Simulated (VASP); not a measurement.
# Al in VASP: convergence with SIGMA

The system is Al.

```
Al
1.0
     0.00000    2.02481    2.02481
     2.02481    0.00000    2.02481
     2.02481    2.02481    0.00000
Al
1
Direct
  0.00000 0.00000 0.00000
```

- Program: VASP 6.6.1
- Task: single point
- Functional: PBEsol
- Potentials or basis: VASP PAW PBE potentials, release 64 (Al)
- Cutoff: 500 eV
- k mesh: 11 × 11 × 11
- Occupations: gaussian, width 0.3 eV
- Spin: no spin polarisation

These are the settings of the first run; the series varies SIGMA, with any setting tied to it.

Hardware: 1 thread of AMD EPYC 7R13 Processor (Zen 3), on a shared host.

```
  SIGMA  energy less the tightest run, at zero smearing (meV/atom)  pressure (GPa)  SCF cycles  CPU time (s)  peak memory (GiB)
 0.3 eV                                                      -2.27           -1.85          13             6                0.1
 0.2 eV                                                      -1.73           -1.86          13           5.5                0.1
0.15 eV                                                      -1.43           -1.87          13           6.4                0.1
 0.1 eV                                                      -0.89           -1.88          13             6                0.1
0.05 eV                                                      -0.24           -1.90          13             6                0.1
0.02 eV                                                      -0.03           -1.95          13           6.2                0.1
0.01 eV                                                       0.00           -1.97          13           6.1                0.1
```

Against the tightest run, the energy stays within 1 meV/atom from 0.1 eV on; the pressure stays within 0.1 GPa from 0.15 eV on. Narrower smearing needs a denser k mesh, so at a fixed mesh the narrowest width isn't the most accurate. The tightest run that finished is the yardstick and may itself not be fully converged.

Caveat, for the tightest run too: the PAW data sets were made with another functional, which shifts forces and pressure a little.
